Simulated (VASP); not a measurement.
Data:

```
CELL_PARAMETERS angstrom
      4.41548     0.00000     0.00000
      0.00000     4.41548     0.00000
      0.00000     0.00000     2.87736
ATOMIC_POSITIONS crystal
  Ge 0.00000 0.00000 0.00000
  Ge 0.50000 0.50000 0.50000
  O  0.30579 0.30579 0.00000
  O  0.80579 0.19421 0.50000
  O  0.19421 0.80579 0.50000
  O  0.69421 0.69421 0.00000
```

Method: r2SCAN meta-GGA, VASP's PBE PAW potentials (set 64) (plane waves; VASP 6.6.1). Numerical set-up: 520 eV cut-off, 6×6×9 Γ-centred mesh, tetrahedra with Blöchl corrections, potentials Ge_d O.

The cores are frozen, which limits the accuracy of field gradients.

Task: Give the principal components of the electric field gradient (V/Å²) and the asymmetry η at each nucleus.

Result: 
```
atom   Vxx   Vyy     Vzz     η
----  ----  ----  ------  ----
Ge1   27.1   8.2   -35.4  0.53
Ge2   27.1   8.2   -35.4  0.53
O3    70.9  59.5  -130.4  0.09
O4    70.9  59.5  -130.4  0.09
O5    70.9  59.5  -130.4  0.09
O6    70.9  59.5  -130.4  0.09
```

The compound is GeO2 in the rutile structure. It was relaxed first.
